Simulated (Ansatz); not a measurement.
Crystal: MoS2.

```
Mo S
1.0
     3.22746    0.00000    0.00000
    -1.61373    2.79507    0.00000
     0.00000    0.00000    6.31247
Mo S
1 2
Direct
  0.00000 0.00000 0.50000
  0.66667 0.33333 0.74468
  0.33333 0.66667 0.25532
```

Measurements of this composition are mostly on another form, of space group No. 194.

- Program: Ansatz 0.2.0
- Task: relaxation of cell and atoms
- Functional: RPBE
- Dispersion: D4
- Potentials or basis: Ansatz PAW
- Cutoff: 420 eV (not typed: the program's choice for these potentials)
- k mesh: 9 × 9 × 4
- Occupations: fermi-dirac, width 0.05 eV
- Spin: no spin polarisation

At the start: volume 18.98 Å³/atom.

Problem. How do energy, volume and symmetry change on relaxing?

Solution. It ends after 7 steps and the volume is 16.22 Å³/atom (-14.6 %); space group P-3m1 (No. 164, to 0.05 Å).

Step by step:
```csv
step,energy change (eV),largest force (eV/Å),volume (Å³)
1,0.0000,0.2572,56.94
2,-0.1085,0.1742,49.24
3,-0.1439,0.0958,50.04
4,-0.1609,0.0114,48.59
5,-0.1616,0.0050,48.72
6,-0.1616,0.0004,48.65
7,-0.1604,0.0002,48.65
```

Final structure:
```yaml
crystal:
  lattice:
    - [3.16059, 0.00000, 0.00000]
    - [-1.58029, 2.73715, 0.00000]
    - [0.00000, 0.00000, 5.62318]
  atoms:
    - { symbol: Mo, position: [0.00000, 0.00000, 0.50000] }
    - { symbol: S, position: [0.66667, 0.33333, 0.77955] }
    - { symbol: S, position: [0.33333, 0.66667, 0.22045] }
```

Caveat: the plane-wave basis is chosen anew once the cell has moved, so the energies of steps on either side of that aren't comparable; the PAW data sets come from PBE, with cores solved anew for the run's functional, which leaves a small shift of forces and pressure.
